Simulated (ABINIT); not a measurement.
# PtSe2 (P1) in ABINIT: single point with LDA

Aim: the single point of PtSe2 with LDA.

All numbers are computed with ABINIT 10.8.3 (patched build); they aren't measurements. Logs are shortened: lines on timing, memory, paths and dates and some standing lists are left out, and cuts for length are marked. The log counts tension as positive stress, the text compression.

## 1. The cell of the first run

The typed cell holds 3 atoms: a = 4.415 Å, b = 4.415 Å, c = 4.415 Å, α = 60.00°, β = 60.00°, γ = 60.00°.

The cell comes from a database or a generator and needn't be the stable form of this composition.

## 2. Single point, LDA (atoms moved at random)

Contents of run.abi:

```
# Pseudopotentials
pp_dirpath "./"
pseudos "Pt.upf, Se.upf"

# Structure
acell 8.3428867707 8.3428867707 8.3428867707
rprim
     0.0000000000     0.7071067812     0.7071067812
     0.7071067812     0.0000000000     0.7071067812
     0.7071067812     0.7071067812     0.0000000000
ntypat 2
znucl 78 34
natom 3
typat 1 2 2
xred
     0.0017340000     0.0124220000     0.0049440000
     0.2445670000     0.2492550000     0.2569170000
     0.7475580000     0.7554560000     0.7483180000
chkprim 0
chksymtnons 0
tolsym 1.0e-6

# Plane-wave basis
ecut 26.0

# k points
kptopt 1
ngkpt 5 5 5
nshiftk 1
shiftk 0.0 0.0 0.0

# Exchange and correlation
ixc 7

# Bands and occupations
nband 30
occopt 3
tsmear 0.00183747

# SCF cycle
nstep 100
tolvrs 1.0e-10

# Output
iomode 3
prtwf 0
prtden 0
prteig 0
prtebands 0
enunit 2
```

Potentials or basis: PseudoDojo NC SR LDA v0.4.1 standard.

The run is started by

```console
abinit run.abi > log 2>&1
```

run.abo:

```text
.Version 10.8.3 of ABINIT
 Symmetries : space group P1 (#  1); Bravais aP (primitive triclinic)
================================================================================
 Values of the parameters that define the memory need of the present run
     intxc =       0    ionmov =       0      iscf =       7    lmnmax =       8
     lnmax =       8     mgfft =      40  mpssoang =       4    mqgrid =    3001
     natom =       3  nloc_mem =       1    nspden =       1   nspinor =       1
    nsppol =       1      nsym =       1    n1xccc =    2501    ntypat =       2
    occopt =       3   xclevel =       1
       mpw =        2623          nfft =       64000          nkpt =          63
================================================================================
================================================================================

--------------------------------------------------------------------------------
------------- Echo of variables that govern the present computation ------------
--------------------------------------------------------------------------------
 -outvars: echo values of preprocessed input variables --------
            acell      8.3428867707E+00  8.3428867707E+00  8.3428867707E+00 Bohr
              amu      1.95080000E+02  7.89600000E+01
          chkprim           0
      chksymtnons           0
             ecut      2.60000000E+01 Hartree
           enunit           2
                       outvar_i_n : Printing only first  50 k-points.
              ixc           7
                       outvar_i_n : Printing only first  50 k-points.
         kptrlatt        5    0    0      0    5    0      0    0    5
          kptrlen      4.17144339E+01
            natom           3
            nband          30
            ngfft          40      40      40
             nkpt          63
            nstep         100
             nsym           1
           ntypat           2
                       prtocc : prtvol=0, do not print more k-points.
           occopt           3
           prtden           0
        prtebands           0
           prteig           0
            prtwf           0
            rprim      0.0000000000E+00  7.0710678120E-01  7.0710678120E-01
                       7.0710678120E-01  0.0000000000E+00  7.0710678120E-01
                       7.0710678120E-01  7.0710678120E-01  0.0000000000E+00
          spgroup           1
           tolsym      1.00000000E-06
           tolvrs      1.00000000E-10
           tsmear      1.83747000E-03 Hartree
            typat      1  2  2
                       outvars : Printing only first  50 k-points.
[... 133 lines left out ...]
    2      1.58015831856687     1.56552340751402     1.54160431867296
    3      4.69445365477461     4.66979782553072     4.69208110093498

 cartesian forces (hartree/bohr) at end:
    1      0.00004462775074    -0.00018195119012     0.00027651479196
    2      0.00016348234781     0.00034590786206     0.00039662451318
    3     -0.00020811009855    -0.00016395667194    -0.00067313930514
 frms,max,avg= 3.2293036E-04 6.7313931E-04  -7.267E-09  1.169E-08 -7.202E-09 h/b

 cartesian forces (eV/Angstrom) at end:
    1      0.00229485121133    -0.00935630638193     0.01421896229999
    2      0.00840660032590     0.01778729743540     0.02039525249339
    3     -0.01070145153723    -0.00843099105347    -0.03461421479337
 frms,max,avg= 1.6605747E-02 3.4614215E-02  -3.737E-07  6.009E-07 -3.704E-07 e/A
 length scales=  8.342886770700  8.342886770700  8.342886770700 bohr
              =  4.414865549203  4.414865549203  4.414865549203 angstroms
 Fermi (or HOMO) energy (hartree) =   0.31109   Average Vxc (hartree)=  -0.43843
 Eigenvalues (hartree) for nkpt=  63  k points:
 kpt#   1, nband= 30, wtk=  0.00800, kpt=  0.0000  0.0000  0.0000 (reduced coord)
  -3.34907   -1.65997   -1.65901   -1.65848   -1.52842   -1.52837   -1.52819   -1.52813
  -1.52782   -1.52714   -1.52697   -1.52691   -1.52510   -1.52504   -0.28814   -0.14454
   0.05646    0.05819    0.05910    0.16540    0.16558    0.26069    0.26292    0.26387
   0.31307    0.31335    0.31464    0.36535    0.43372    0.43440
      occupation numbers for kpt#   1
   2.00000    2.00000    2.00000    2.00000    2.00000    2.00000    2.00000    2.00000
   2.00000    2.00000    2.00000    2.00000    2.00000    2.00000    2.00000    2.00000
   2.00000    2.00000    2.00000    2.00000    2.00000    2.00000    2.00000    2.00000
   0.50801    0.45249    0.25364    0.00000    0.00000    0.00000
 prteigrs : prtvol=0 or 1, do not print more k-points.

 Fermi (or HOMO) energy (eV) =   8.46522   Average Vxc (eV)= -11.93040
 Eigenvalues (   eV  ) for nkpt=  63  k points:
 kpt#   1, nband= 30, wtk=  0.00800, kpt=  0.0000  0.0000  0.0000 (reduced coord)
 -91.13277  -45.17017  -45.14394  -45.12962  -41.59030  -41.58920  -41.58404  -41.58242
 -41.57402  -41.55557  -41.55097  -41.54929  -41.50018  -41.49854   -7.84067   -3.93302
   1.53643    1.58355    1.60824    4.50076    4.50574    7.09369    7.15437    7.18015
   8.51909    8.52670    8.56169    9.94170   11.80220   11.82076
 prteigrs : prtvol=0 or 1, do not print more k-points.

--- !EnergyTerms
iteration_state     : {dtset: 1, }
comment             : Components of total free energy in Hartree
kinetic             :  1.91318943009995E+02
hartree             :  9.17597999425146E+01
xc                  : -7.10283978940093E+01
Ewald energy        : -2.25170389801453E+02
psp_core            :  1.01417362534480E+01
local_psp           : -2.77600454406753E+02
non_local_psp       : -9.18593027462946E+01
internal            : -3.72438065642552E+02
'-kT*entropy'       : -9.36246796311666E-04
total_energy        : -3.72439001889348E+02
total_energy_eV     : -1.01345815334787E+04
band_energy         : -4.52563071119758E+01
...

 Cartesian components of stress tensor (hartree/bohr^3)
  sigma(1 1)=  9.96917059E-03  sigma(3 2)= -4.13984817E-06
  sigma(2 2)=  9.96782311E-03  sigma(3 1)= -8.27877368E-06
  sigma(3 3)=  9.96895130E-03  sigma(2 1)=  6.18274277E-06

-Cartesian components of stress tensor (GPa)         [Pressure= -2.9329E+02 GPa]
- sigma(1 1)=  2.93303125E+02  sigma(3 2)= -1.21798538E-01
- sigma(2 2)=  2.93263481E+02  sigma(3 1)= -2.43569931E-01
- sigma(3 3)=  2.93296673E+02  sigma(2 1)=  1.81902573E-01

== END DATASET(S) ==============================================================
================================================================================

 -outvars: echo values of variables after computation  --------
            acell      8.3428867707E+00  8.3428867707E+00  8.3428867707E+00 Bohr
           etotal     -3.7243900189E+02
            fcart      4.4627750738E-05 -1.8195119012E-04  2.7651479196E-04
                       1.6348234781E-04  3.4590786206E-04  3.9662451318E-04
                      -2.0811009855E-04 -1.6395667194E-04 -6.7313930514E-04
            rprim      0.0000000000E+00  7.0710678120E-01  7.0710678120E-01
                       7.0710678120E-01  0.0000000000E+00  7.0710678120E-01
                       7.0710678120E-01  7.0710678120E-01  0.0000000000E+00
           strten      9.9691705929E-03  9.9678231085E-03  9.9689512978E-03
                      -4.1398481696E-06 -8.2787736839E-06  6.1827427739E-06
           xangst      5.4212855235E-02  2.0847255975E-02  4.4191937044E-02
                       1.5801583186E+00  1.5655234075E+00  1.5416043187E+00
                       4.6944536548E+00  4.6697978255E+00  4.6920811009E+00
             xred      1.7340000000E-03  1.2422000000E-02  4.9440000000E-03
                       2.4456700000E-01  2.4925500000E-01  2.5691700000E-01
                       7.4755800000E-01  7.5545600000E-01  7.4831800000E-01
 Calculation completed.
```

Wall time 3.7 min (1 thread of Arm Neoverse V2, shared host); peak memory 0.14 GiB.

What came out:

| Item | Value |
| --- | --- |
| Free energy | -10134.5815 eV |
| Largest force | 0.037 eV/Å |
| Band gap on the k mesh | none (metal or under the smearing width) |
| Valence electrons inside the program's atomic spheres | Pt 14.47; Se 13.16, 13.17 |

Forces in eV/Å, atoms in the order of the input:
```
Pt   0.002 -0.009  0.014
Se   0.008  0.018  0.020
Se  -0.011 -0.008 -0.035
```

Levels at points of the mesh, in eV from the Fermi level:
```
           k point  band 21  band 22  band 23  band 24  band 25  band 26  band 27  band 28  band 29  band 30
(0.00, 0.00, 0.00)    -3.96    -1.37    -1.31    -1.29     0.05     0.06     0.10     1.48     3.34     3.36
```

Caveat: the cutoff is too short for stress, so the log's stress isn't used. The run has no spin-orbit coupling, so splittings on Pt are missing.
